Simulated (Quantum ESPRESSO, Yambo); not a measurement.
# CdS (Hawleyite): G0W0 with Yambo, start to end, part 3 of 3

Aim: the G0W0 gap of CdS (Hawleyite) on PBE, step by step.

Quantum ESPRESSO 7.5 and Yambo 5.3.0; PBE and many-body steps on it, plane waves. Known limits of the many-body steps: not at the basis limit; no spin-orbit coupling; coarse k mesh.

So far. Step 3 (Bands along the symmetry lines): The gap is 1.145 eV, as in the run before at this level. Step 4 (Empty states on the mesh, 4×4×4 mesh, 598 bands): On this mesh the gap is 1.145 eV.

### 6. Screening and self-energy, 4×4×4 mesh, 598 bands, screening to 353.7 eV

G0W0 replaces the xc potential by the self-energy, built once from these orbitals. Only a window of levels is corrected, while the sums run over the empty bands that the input names.

This step: G0W0 on PBE, plane waves, norm-conserving pseudopotentials.

Input file gw3.in:

```
HF_and_locXC
gw0
dyson
ppa
em1d
rim_cut
RandQpts= 1000000
RandGvec= 1 RL
EXXRLvcs= 94 Ry
VXCRLvcs= 376 Ry
Chimod= "HARTREE"
% BndsRnXp
 1 | 598 |
%
NGsBlkXp= 26 Ry
% LongDrXp
 1 | 1 | 1 |
%
% GbndRnge
 1 | 598 |
%
DysSolver= "n"
ExtendOut
PPAPntXp= 27.21138 eV
% QPkrange
 1 | 1 | 12 | 15 |
%
```

The run is started by

```bash
$ OMP_NUM_THREADS=1 mpirun -n 8 yambo -F gw3.in -J gw3 -C gw3 > gw3.log
```

The log of the run:

```text
 Yambo, version 5.3.0

 [02] CORE Variables Setup
 =========================

  [... cell, symmetries and grids as in the set-up ...]

  [02.05] Energies & Occupations
  ==============================

  [X] === General ===
  [X] Electronic Temperature                        :  0.000000  0.000000 [eV K]
  [X] Bosonic    Temperature                        :  0.000000  0.000000 [eV K]
  [X] Finite Temperature mode                       : no
  [X] El. density                                   :  0.52403E+24 [cm-3]
  [X] Fermi Level                                   :  6.982053 [eV]

  [X] === Gaps and Widths ===
  [X] Conduction Band Min                           :  1.144727 [eV]
  [X] Valence Band Max                              :  0.000000 [eV]
  [X] Filled Bands                                  :  13
  [X] Empty Bands                                   :    14   598
  [X] Direct Gap                                    :  1.144727 [eV]
  [X] Direct Gap localized at k                     :  1
  [X] Indirect Gap                                  :  1.144727 [eV]
  [X] Indirect Gap between kpts                     :  1  1
  [X] Last valence band width                       :  2.183509 [eV]
  [X] 1st conduction band width                     :  4.279643 [eV]

 [03] Transferred momenta grid and indexing
 ==========================================

 IBZ Q-points                                      :   8
 BZ  Q-points                                      :   64

 K/Q-points units:
 rlu = crystal or reduced units; cc = cartesian coordinates; iku = interal k-units

 Q [1]          [rlu]:  0.000000  0.000000  0.000000
 Q [2]          [rlu]: -0.40681E-17 -0.40681E-17  0.25000
 Q [3]          [rlu]:  0.81362E-17  0.81362E-17 -0.50000
 Q [4]          [rlu]: -0.62139E-17  0.25000      0.25000
 Q [5]          [rlu]: -0.38278E-17  0.25000      0.50000
 Q [6]          [rlu]:  0.81362E-17  0.25000     -0.25000
 Q [7]          [rlu]:  0.12428E-16 -0.50000     -0.50000
 Q [8]          [rlu]:  0.250000 -0.500000 -0.250000

 [04] Coloumb potential Random Integration (RIM)
 ===============================================

  [04.01] RIM initialization
  ==========================

  * Diagonal components only detected *

  8 x (sBL volume)        :  0.092606 [a.u.]
  sBZ random points       :  1000000
  Points outside the sBZ  :   7987327
  RL volume               :  0.740845 [a.u.]
  Integrated volume       :  0.742020 [a.u.]

  [04.02] RIM integrals
  =====================

  Gamma point sphere radius             :  0.082066 [a.u.]
  Points outside the sphere             :   799513
  [Int_sBZ(q=0) 1/q^2]*(Vol_sBZ)^(-1/3) =:  7.764325
                                 should be <:  7.795600

  Summary of Coulomb integrals for non-metallic bands |Q|[au] RIM/Bare

  Q [1] 0.100000E-4 0.995988 * Q [2] 0.246825 1.065884
  Q [4] 0.285009 1.064810 * Q [6] 0.403064 1.027704
  Q [5] 0.472634 1.020409 * Q [3] 0.493651 1.018308
  Q [7] 0.570019 1.014905 * Q [8] 0.637300 1.011860

 [05] Dipoles
 ============

  [05.01] Setup: observables and procedures
  =========================================

 [06] Dynamic Dielectric Matrix (PPA)
 ====================================

 [SLK-Inversion]  Pools        :  2
 [SLK-Inversion]  BLACS grid   :  2  2

 [WR./gw3//ndb.pp]---------------------------------------------------------------
  Brillouin Zone Q/K grids (IBZ/BZ)                :    8   64    8   64
  RL vectors                                       :   6183 [WF]
  Coulomb cutoff potential                         : none
  Electronic Temperature                           :  0.000000 [K]
  Bosonic    Temperature                           :  0.000000 [K]
  PPA    diel. fun.  energies                      : Perdew, Burke & Ernzerhof(X)+Perdew, Burke & Ernzerhof(C)
  wavefunctions                                    : Perdew, Burke & Ernzerhof(X)+Perdew, Burke & Ernzerhof(C)
  Global Gauge                                     : length
  X matrix size                                    :   821
  X band range                                     :     1   598
  X e/h energy range                               : -1.000000 -1.000000 [eV]
  X Time ordering                                  : R
  X Hxc Kernel                                     : HARTREE
  X Drude frequency                                :  0.000000  0.000000
  X poles                                          :  100.0000 [o/o]
  RL vectors in the sum                            :   6183
  [r,Vnl] included                                 : yes
  Field direction                                  :  0.577350E-5  0.577350E-5  0.577350E-5
  BZ energy Double Grid                            : no
  BZ energy DbGd points                            : 0
  BZ Q point size factor                           : -1.000000
  X Optical Averaged directions                    : none

 [07] Local Exchange-Correlation + Non-Local Fock
 ================================================

 [VXC] Plane waves :   41151
 [EXS] Plane waves :   5161

 QP @ state[ 1 ] K range:  1  1
 QP @ state[ 1 ] b range:  12  15

 [xc] Functional : Perdew, Burke & Ernzerhof(X)+Perdew, Burke & Ernzerhof(C)
 [xc] LIBXC used to calculate xc functional
  PP Number of Atomic Species                      :  2
  NLCC RL compoments                               :   41151
  PP Number of Atomic Species                      :  2
  NLCC RL compoments                               :   41151

 [xc] E_xc :  -17.59455 [Ha]
      E_xc :  -35.18910 [Ry]

  Local XC kind (lXC) : Perdew, Burke & Ernzerhof(X)+Perdew, Burke & Ernzerhof(C)
  Non-Local XC kind (nlXC) : Hartree-Fock

  Corrections @ K [1] :  [eV]
 <12|nlXC|12> = -18.34335 -0.22510E-17 <12|lXC|12> = -15.38910  0.14161E-15
 <13|nlXC|13> = -18.34341 -0.25956E-17 <13|lXC|13> = -15.38910 -0.94408E-16
 <14|nlXC|14> = -6.737010  0.54721E-17 <14|lXC|14> = -10.63635  0.94408E-16
 <15|nlXC|15> = -5.838178  0.49252E-17 <15|lXC|15> = -10.64223  0.23602E-16

 [08] Dyson equation: Newton solver
 ==================================

  [08.01] G0W0 (W PPA)
  ====================

  [  GW  ] Bands range     :     1   598
  [GW/PPA] G damping       :  0.100000 [eV]

  QP @ state[ 1 ] K range:  1  1
  QP @ state[ 1 ] b range:  12  15

   Sc/G bands                                       :     1   598
   Sc/G damping                                     :  0.100000 ev
   Sc bands terminator                              : no
   Sx RL components                                 :   5161

   QP @ state[ 1 ] K range                          :  1  1
   QP @ state[ 1 ] b range                          :  12  15
   GF energies kind                                 : Perdew, Burke & Ernzerhof(X)+Perdew, Burke & Ernzerhof(C)
   GF WF`s kind                                     : Perdew, Burke & Ernzerhof(X)+Perdew, Burke & Ernzerhof(C)
   Xs energies kind                                 : Perdew, Burke & Ernzerhof(X)+Perdew, Burke & Ernzerhof(C)
   Xs WF`s kind                                     : Perdew, Burke & Ernzerhof(X)+Perdew, Burke & Ernzerhof(C)

 [11] Game Over & Game summary
```

It took 19 min on 8 MPI ranks of Arm Neoverse V2, shared host; peak memory 7 GiB.

Numbers from this step:

```yaml
g0w0_gap_on_the_points_computed: 2.244 eV
starting_gap_on_the_mesh: 1.145 eV
k_of_the_valence_top: 0, 0, 0
k_of_the_conduction_bottom: 0, 0, 0
least_direct_g0w0_gap_on_the_computed_points: 2.244 eV
z_at_the_valence_top: 0.7848
z_at_the_conduction_bottom: 0.8148
```

The gap on the mesh goes from 1.14 eV to 2.24 eV, a correction of +1.10 eV.

Limits: finite bands, cutoff and mesh; no spin-orbit coupling; coarse k mesh. v1 is the top filled band, c1 the lowest empty one. Levels before and after the correction, in eV, zero at the valence-band top of each column:

|  | conduction bottom | valence top |
| --- | --- | --- |
| Kohn-Sham | 1.14 | 0.00 |
| G0W0 | 2.24 | 0.00 |

|  | level | energy (eV) |
| --- | --- | --- |
| Kohn-Sham | Γ v2-v1 | 0.000 |
| Kohn-Sham | Γ c1 | 1.145 |
| Kohn-Sham | Γ c2 | 6.531 |
| G0W0 | Γ v2-v1 | 0.000 |
| G0W0 | Γ c1 | 2.244 |
| G0W0 | Γ c2 | 7.898 |

### 7. Where the time went

Times are wall times on the hardware named with each run, good to a factor of about two.

| step | time | share | memory (GiB) |
| --- | --- | --- | --- |
| ground state | 4.3 s | 0 % | 0.66 |
| bands along the symmetry lines | 4.1 s | 0 % | 0.59 |
| empty states on the mesh | 81 s | 7 % | 1.9 |
| conversion and set-up | 2.5 s | 0 % | 0.25 |
| screening and self-energy | 19 min | 93 % | 7.0 |

### 8. Summary of results

| Property | Result |
| --- | --- |
| PBE gap | 1.14 eV, direct |
| G0W0 gap on the mesh | 2.24 eV |
| GW settings | 4×4×4 mesh, 598 bands, screening to 353.7 eV, Godby-Needs plasmon pole |
| known limits | not at the basis limit; no spin-orbit coupling; coarse k mesh |

**Reading.** G0W0 moves the gap on the mesh from 1.14 eV to 2.24 eV (+1.10 eV), with Z of 0.78 and 0.81 at the edges. Only 1 of the mesh's irreducible points was corrected, so a valley elsewhere could overtake. The dearest step here is «screening and self-energy». Against experiment, by G0W0@PBE: the gap of 2.24 eV lies −0.18 eV from the measured 2.42 eV (optical, 1995). An exciton line or allowed optical edge lies below the quasiparticle gap by the binding energy; a forbidden edge can push the onset above it. The calculation has static nuclei and no excitons; a measured gap holds zero-point and thermal motion, which mostly lowers it. Bands and cutoff are finite, so the gap is not at the basis limit. The miss can reach some tenths of an eV and take either sign; the mesh is an error of its own. In the G0W0 run levels were corrected at 1 k point alone, so a gap called «on the mesh» is the least over those, and an edge elsewhere would be missed. The 4×4×4 mesh is coarse for this cell, which bears on the long-range parts of exchange and screening. The many-body steps are scalar-relativistic: spin-orbit coupling is not in them.

[Paths, hosts, dates, memory and timing lines, banners, echoed tables and standing remarks are left out of the program output.]

[Logs are printed without paths, hosts, clocks, repeated set-up lines and the standing remarks that a program may print on its own settings, such as how far it seeks lower states.]

[Runs of the session that timed out or met a known fault of the program may be left out.]

[Hosts, paths, dates, database ids (printed as entryN), source tags and the programs' standing remarks are cut or masked in the printed files.]
